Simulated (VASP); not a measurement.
Here is a VASP 6.6.1 calculation.

The input INCAR:

```
SYSTEM = BaH4
PREC     = Accurate       ! precision mode
ENCUT    = 520            ! plane-wave cutoff, eV
EDIFF    = 1E-7           ! SCF threshold, eV
ISMEAR   = 0              ! smearing method
SIGMA    = 0.02           ! smearing width, eV
LREAL    = .False.        ! projectors in reciprocal space
LASPH    = .True.         ! aspherical terms in the spheres
NELM     = 60             ! most SCF steps
ALGO     = Fast           ! electronic algorithm
ISIF     = 2              ! what is computed and relaxed
LWAVE    = .False.        ! write WAVECAR
LCHARG   = .True.         ! write CHGCAR
GGA      = PE             ! functional
LELF     = .True.         ! ELF
LVHAR    = .True.       
NBANDS   = 15             ! bands
```

KPOINTS

```
Automatic mesh
0
Gamma
  6 6 6
  0 0 0
```

File POSCAR:

```
BaH4
1.0
    2.2262381987      1.2853192232      3.4073976431
   -2.2262381987      1.2853192232      3.4073976431
    0.0000000000     -2.5706384467      3.4073976430
Ba H
1 4
Direct
    0.0000000000      0.0000000000      0.0000000000
    0.7387911299      0.7387911299      0.7387911299
    0.2612088701      0.2612088701      0.2612088701
    0.4621000366      0.4621000366      0.4621000366
    0.5378999634      0.5378999634      0.5378999634
```

Potentials or basis: VASP PAW PBE potentials, release 64 (Ba_sv, H).

Command:

```bash
$ cat potpaw_PBE.64/Ba_sv/POTCAR potpaw_PBE.64/H/POTCAR > POTCAR
$ mpirun -np 1 vasp_std > vasp.out
```

Question: What does it give for the largest force?

Answer: 0.024 eV/Å.

Question: Predict the pressure.

Answer: 3.7 GPa.

Forces in eV/Å, atoms in the order of the input:
```
Ba   0.000  0.000  0.000
H    0.000  0.000  0.000
H    0.000  0.000  0.000
H    0.000  0.000  0.024
H    0.000  0.000 -0.024
```
